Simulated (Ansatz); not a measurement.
## BN, space group R3m: a comparison of functionals at one structure, step by step

With Ansatz 0.2.0, Python API.

Notebook, run cell by cell (the value of a cell's last expression is shown):

In [1]:
```python
import csv
import warnings

import ansatz
```

In [2]:
```python
warnings.simplefilter("ignore", ansatz.DeckWarning)
```

In [3]:
```python
lattice = ansatz.Lattice.of(
    (1.25112, 0.72234, 3.37293),
    (-1.25112, 0.72234, 3.37293),
    (0.0, -1.44467, 3.37293),
)
sites = [
    ("B", (0.99967, 0.99967, 0.99967)),
    ("N", (0.33276, 0.33276, 0.33276)),
]
crystal = ansatz.Crystal(lattice=lattice)
for symbol, position in sites:
    crystal = crystal.atom(symbol, position)
```

In [4]:
```python
setup = (
    crystal.calculation()
    .kpoints(mesh=(8, 8, 8))
    .occupations("fixed")
    .basis(450)
    .stress()
    .band_table()
)

rows = []
for value in ["lda", "blyp", "pbesol"]:
    summary = setup.functional(value).run().report
    rows.append((value, summary["free_energy_ev"] / len(summary["lattice"]["sites"]), summary["n_iterations"], sum(summary["stress_gpa"][i][i] for i in range(3)) / 3, summary["gap_by_band_count_ev"], summary["n_kpoints"]))

with open("xc.csv", "w", newline="") as handle:
    writer = csv.writer(handle)
    writer.writerow(["functional", "F/atom (eV)", "iterations", "P (GPa)", "gap by band count (eV)", "k-points"])
    writer.writerows([round(v, 5) if isinstance(v, float) else v for v in row] for row in rows)
print(open("xc.csv").read())
```
```text
functional,F/atom (eV),iterations,P (GPa),gap by band count (eV),k-points
lda,-263.17364,6,-4.22403,4.11151,65
blyp,-272.20992,6,5.69081,4.36003,65
pbesol,-266.89151,6,0.74683,4.19492,65
```

From lowest to highest: LDA (-4.2 GPa), PBEsol (0.7 GPa) and BLYP (5.7 GPa). At a fixed cell a lower pressure usually means a smaller equilibrium volume, so LDA prefers the smallest cell and BLYP the largest. Gaps by band count in the reports: LDA 4.11 eV, BLYP 4.36 eV and PBEsol 4.19 eV (Kohn-Sham values on this mesh, as a rule under measured gaps).

Reading the output:
- Semilocal gaps usually lie well under measured ones.
- Pressure is positive in compression.
- The structure comes from a database of computed cells and needn't be a stable or known phase.
- Gaps and levels are Kohn-Sham values on a finite set of k-points.
- Total energies of different functionals can't be compared; pressures, moments and gaps at this one structure can.
- Finished in 3.6 s on 1 thread of Arm Neoverse V2, with other jobs on the host, peak memory 0.32 GiB.
